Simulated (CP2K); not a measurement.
Crystal: CdSe.

```xyz
2
Lattice="4.3420 0.0000 0.0000 2.1710 3.7603 0.0000 2.1710 1.2534 3.5452" Properties=species:S:1:pos:R:3 pbc="T T T"
Cd    0.0000    0.0000    0.0000
Se    2.1710    1.2534    0.8863
```

Measurements of this composition are mostly on another form, of space group No. 186.

Program: CP2K 2026.2. Alike in all runs: no spin polarisation; cell as given; k mesh 8 × 8 × 8.

**Question.** Order these runs on this cell by their band gap on the k mesh, lowest first.
A. level r2SCAN; potentials or basis POTENTIAL_UZH Cd GTH-SCAN-q12, Se GTH-SCAN-q6; TZVP-MOLOPT-SCAN-GTH basis; smearing fermi-dirac 0.1 eV; EPS_DEFAULT 1.0E-9; NGRIDS 4; points a segment of the path (NPOINTS) 10; bands added on the path 6; CUTOFF of the grids 675 Ry
B. level PBE; potentials or basis POTENTIAL_UZH Cd GTH-PBE-q12, Se GTH-PBE-q6; TZVP-MOLOPT-PBE-GTH basis; smearing fermi-dirac 0.05 eV; EPS_DEFAULT 1.0E-10; NGRIDS 4; CUTOFF of the grids 450 Ry
C. level TB-mBJ; potentials or basis POTENTIAL_UZH Cd GTH-PBE-q12, Se GTH-PBE-q6; TZVP-MOLOPT-PBE-GTH basis; smearing fermi-dirac 0.1 eV; EPS_DEFAULT 1.0E-9; NGRIDS 5; points a segment of the path (NPOINTS) 6; bands added on the path 4; CUTOFF of the grids 675 Ry

**Answer.** C (0.38 eV), B (0.55 eV), A (0.93 eV).

Caveats: the basis of atomic orbitals isn't converged, which shifts pressures, moduli and gaps; this is a model potential without an energy functional, so only levels have meaning (some runs).
